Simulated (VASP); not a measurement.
**CaO in VASP 6.6.1, single-point calculation**

INCAR

```
IBRION = -1
ISIF = 2
LWAVE = .FALSE.
NBANDS = 15
ISMEAR = -1
LREAL = Auto
EDIFF = 1E-7
LASPH = .TRUE.
MAXMIX = 10
GGA = PE
LCHARG = .FALSE.
ALGO = VeryFast
PREC = Accurate
SIGMA = 0.02
NSW = 0
NELM = 120
ENCUT = 520
```

KPOINTS

```
KPOINTS created by Atomic Simulation Environment
0
Gamma
10 10 10
0 0 0
```

POSCAR

```
Ca O
 1.0000000000000000
     0.0000000000000000    2.3735746124000001    2.4095378640999998
     2.3735746124000001    0.0000000000000000    2.4095378640999998
     2.3735746124000001    2.3735746124000001    0.0000000000000000
 Ca  O
   1   1
Cartesian
  0.0000000000000000  0.0000000000000000  0.0000000000000000
  2.3735746124000006  2.3735746124000006  2.4095378640999998
```

The recommended PBE PAW datasets give the neutral cell 16 valence electrons.

Command

```
mpirun -np 1 vasp_std
```

OSZICAR

```
N       E                     dE             d eps       ncg     rms          rms(c)
RMM:   1     0.120642148380E+03    0.12064E+03   -0.61742E+03  1530   0.877E+02
RMM:   2     0.610405262167E+01   -0.11454E+03   -0.14038E+03  1530   0.232E+02
RMM:   3    -0.494765782998E+01   -0.11052E+02   -0.20429E+02  1530   0.908E+01
RMM:   4    -0.127762120310E+02   -0.78286E+01   -0.48348E+01  1530   0.491E+01
RMM:   5    -0.139951889377E+02   -0.12190E+01   -0.10006E+01  1530   0.226E+01
RMM:   6    -0.142742140165E+02   -0.27903E+00   -0.25326E+00  1530   0.117E+01
RMM:   7    -0.143759733456E+02   -0.10176E+00   -0.10015E+00  1530   0.697E+00
RMM:   8    -0.144288918157E+02   -0.52918E-01   -0.52838E-01  1530   0.496E+00
RMM:   9    -0.144673085975E+02   -0.38417E-01   -0.38780E-01  5599   0.364E+00
RMM:  10    -0.144897647018E+02   -0.22456E-01   -0.19991E-01  5973   0.184E+00
...
RMM:  22    -0.127851276622E+02   -0.20740E-04   -0.16927E-04  5801   0.517E-02    0.549E-03
RMM:  23    -0.127851374957E+02   -0.98335E-05   -0.76658E-05  5755   0.338E-02    0.376E-03
RMM:  24    -0.127851421166E+02   -0.46209E-05   -0.34059E-05  5620   0.231E-02    0.123E-03
RMM:  25    -0.127851443408E+02   -0.22242E-05   -0.16480E-05  5274   0.157E-02    0.568E-04
RMM:  26    -0.127851453994E+02   -0.10586E-05   -0.79128E-06  4979   0.110E-02    0.341E-04
RMM:  27    -0.127851459506E+02   -0.55122E-06   -0.39182E-06  4646   0.783E-03    0.603E-05
RMM:  28    -0.127851462164E+02   -0.26579E-06   -0.19813E-06  4320   0.559E-03    0.907E-05
RMM:  29    -0.127851463464E+02   -0.12996E-06   -0.10451E-06  4024   0.404E-03    0.238E-04
RMM:  30    -0.127851464013E+02   -0.54898E-07   -0.55228E-07  3641   0.298E-03
   1 F= -.12785146E+02 E0= -.12785146E+02  d E =-.229250E-12
```

From OUTCAR

```
k-points           NKPTS =    102   k-points in BZ     NKDIM =    102   number of bands    NBANDS=     15

   NELECT =      16.0000    total number of electrons

   dimension x,y,z NGX =    28 NGY =   28 NGZ =   28
   dimension x,y,z NGXF=    56 NGYF=   56 NGZF=   56

  energy-cutoff  :      520.00
  volume of cell :       27.15
      direct lattice vectors                 reciprocal lattice vectors
     0.000000000  2.373574612  2.409537864    -0.210652742  0.210652742  0.207508671
     2.373574612  0.000000000  2.409537864     0.210652742 -0.210652742  0.207508671
     2.373574612  2.373574612  0.000000000     0.210652742  0.210652742 -0.207508671

 k-points in reciprocal lattice and weights: KPOINTS created by Atomic Simulation Env
   0.00000000  0.00000000  0.00000000       0.001
   0.10000000 -0.00000000  0.00000000       0.008
   0.20000000 -0.00000000  0.00000000       0.008
   0.30000000  0.00000000  0.00000000       0.008
   0.40000000  0.00000000  0.00000000       0.008
   0.50000000 -0.00000000  0.00000000       0.004
   0.10000000  0.10000000  0.00000000       0.002
   0.20000000  0.10000000  0.00000000       0.008
   ...

 E-fermi :   2.9505

 k-point     1 :       0.0000    0.0000    0.0000
  band No.  band energies     occupation
      1     -35.0684      2.00000
      2     -15.8229      2.00000
      3     -15.8120      2.00000
      4     -15.8120      2.00000
      5     -13.0992      2.00000
      6       2.4511      2.00000
      7       2.4904      2.00000
      8       2.4905      2.00000
      9       7.3639      0.00000
     10       8.6884      0.00000
     11       8.7931      0.00000
     12       8.7931      0.00000
     13      10.2410      0.00000
     14      10.3701      0.00000
     15      17.6913      0.00000

 k-point     2 :       0.1000   -0.0000    0.0000
  band No.  band energies     occupation
      1     -35.0576      2.00000
      2     -15.9746      2.00000
      3     -15.8258      2.00000
      4     -15.8167      2.00000
      5     -12.9340      2.00000
      6       2.1111      2.00000
      7       2.3218      2.00000
      8       2.3439      2.00000
      9       7.8232      0.00000
     10       8.7173      0.00000
     11       8.9117      0.00000
     12       8.9652      0.00000
     13      10.4885      0.00000
     14      10.6224      0.00000
     15      18.1050      0.00000

 k-point     3 :       0.2000   -0.0000    0.0000
  band No.  band energies     occupation
      1     -35.0294      2.00000
      2     -16.3277      2.00000
      3     -15.8425      2.00000
      4     -15.8288      2.00000
      5     -12.5634      2.00000
      6       1.3283      2.00000
      7       1.9769      2.00000
      8       1.9929      2.00000
      9       8.6767      0.00000
     10       8.9543      0.00000
     11       9.3996      0.00000
     12       9.4412      0.00000
     13      11.1296      0.00000
     14      11.2745      0.00000
     15      18.7333      0.00000

 ...

  Total        0.9991528      0.9991528      0.5389787      0.0000000      0.0000000      0.0000000
  in kB       58.9621019     58.9621019     31.8062653      0.0000000      0.0000000      0.0000000
  external PRESSURE =      49.9101564 kB  Pullay stress =       0.0000000 kB

 POSITION                                       TOTAL-FORCE (eV/Angst)
 -----------------------------------------------------------------------------------
      0.00000      0.00000      0.00000        -0.000000      0.000000      0.000000
      2.37357      2.37357      2.40954         0.000000     -0.000000      0.000000
 -----------------------------------------------------------------------------------
    total drift:                                0.000000      0.000000      0.000000

  FREE ENERGIE OF THE ION-ELECTRON SYSTEM (eV)
  ---------------------------------------------------
  free  energy   TOTEN  =       -12.7851464013 eV

  energy  without entropy=      -12.7851464013  energy(sigma->0) =      -12.78514640
```

It converged. Results: gap between bands v and c on the k mesh 3.60 eV; least direct gap on the k mesh 3.98 eV; pressure 5.0 GPa. Band v is the last that the valence electrons fill when counted band by band, and c is the next.

For comparison, a separate PBE run of the intended cell, on usual settings and not on those above, gives a gap of 3.60 eV on its mesh and a pressure of 5.0 GPa.

The run above took about 2.7 min on one core of a shared host (Intel Xeon Platinum 8488C) and held 0.18 GiB at most.
